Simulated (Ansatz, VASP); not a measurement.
This is a calculation of Cd for Ansatz 0.2.0.

Contents of input.yaml:

```yaml
crystal:
  lattice:
    - [3.0180701533, 0.0, 0.0]
    - [-1.5090350766, 2.6137254232, 0.0]
    - [0.0, 0.0, 5.6915749249]
  atoms:
    - { symbol: Cd, position: [0.6666666667, 0.3333333333, 0.75] }
    - { symbol: Cd, position: [0.3333333333, 0.6666666667, 0.25] }
kpoints:
  mp_grid: { grid: [10, 10, 5] }
scf:
  occupations: { method: fermi_dirac, width: 0.05 }
hamiltonian:
  xc: pbe
  pseudopotentials: { kind: all_electron, lapw: { basis_error: 0.0005 } }
output:
  forces: true
  stress: true
  eigenvalues: true
```

Potentials or basis: all-electron LAPW, scalar-relativistic.

Run with:

```bash
$ ansatz run input.yaml --threads 1 --pin off --max-ram 2560MiB --backend cpu --events-out ev --progress --plain --runs-dir out
```

Problem. Translate it to VASP 6.6.1. Potentials there: VASP PAW PBE potentials, release 64 (Cd).

Solution. As run (the cutoff follows the program's own potentials):

The input INCAR:

```
ALGO = Normal
EDIFF = 1E-6
ENCUT = 520
GGA = PE
ISIF = 2
ISMEAR = -1
LASPH = T
LCHARG = F
LREAL = F
LWAVE = F
NBANDS = 19
NELM = 60
PREC = Accurate
SIGMA = 0.05
```

The input KPOINTS:

```
k-points
0
Gamma
  10 10 5
```

File POSCAR:

```
Cd
1.0
    3.0180701533      0.0000000000      0.0000000000
   -1.5090350766      2.6137254232      0.0000000000
    0.0000000000      0.0000000000      5.6915749249
Cd
2
Direct
    0.6666666667      0.3333333333      0.7500000000
    0.3333333333      0.6666666667      0.2500000000
```

Potentials or basis: VASP PAW PBE potentials, release 64 (Cd).

Launch:

```console
$ cat potpaw_PBE.64/Cd/POTCAR > POTCAR
$ mpirun -np 1 vasp_std > vasp.out
```

Both were run:

|  | VASP | Ansatz | Ansatz less VASP |
| --- | --- | --- | --- |
| gap on the k mesh at the Fermi level (eV) | none | none | - |
| pressure (GPa) | 0.9 | 0.7 | -0.29 |
| largest component of the traceless stress (GPa) | 0.67 | 0.55 | -0.116 |

A gap of «none» marks a metal or a gap that the smearing closes. Ansatz ran all-electron here, so the differences hold the error of VASP's frozen core and of both bases.
